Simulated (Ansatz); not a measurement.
The system is Se.

```
CELL_PARAMETERS angstrom
4.36620 0.00000 0.00000
-2.18310 3.78124 0.00000
0.00000 0.00000 4.95360
ATOMIC_POSITIONS crystal
Se 0.77460 0.77460 0.00000
Se 0.00000 0.22540 0.66667
Se 0.22540 0.00000 0.33333
```

Program: Ansatz 0.2.0. Alike in all runs: task band structure; potentials or basis Ansatz PAW; cell as given; cutoff (eV) 420; smearing fermi-dirac 0.05 eV. Hardware: 2 threads of Intel(R) Xeon(R) Processor @ 2.50GHz (Skylake/Cascade Lake), with other jobs on the host.

**Question.** Order these runs on this cell by their wall time, lowest first.
A. level RPBE; spin off; k mesh 7 × 7 × 6; points for each segment of the path 14; mesh quality not flagged
B. level HSE03; spin off; k mesh 4 × 4 × 3; points for each segment of the path 4; mesh quality coarse
C. level LDA; spin SOC, no magnetisation; k mesh 5 × 5 × 5; points for each segment of the path 14; mesh quality not flagged

**Answer.** A (21 s), C (110 s), B (430 s).

Caveats: some runs use coarse meshes.

Runs at the PBE level aren't shown here.
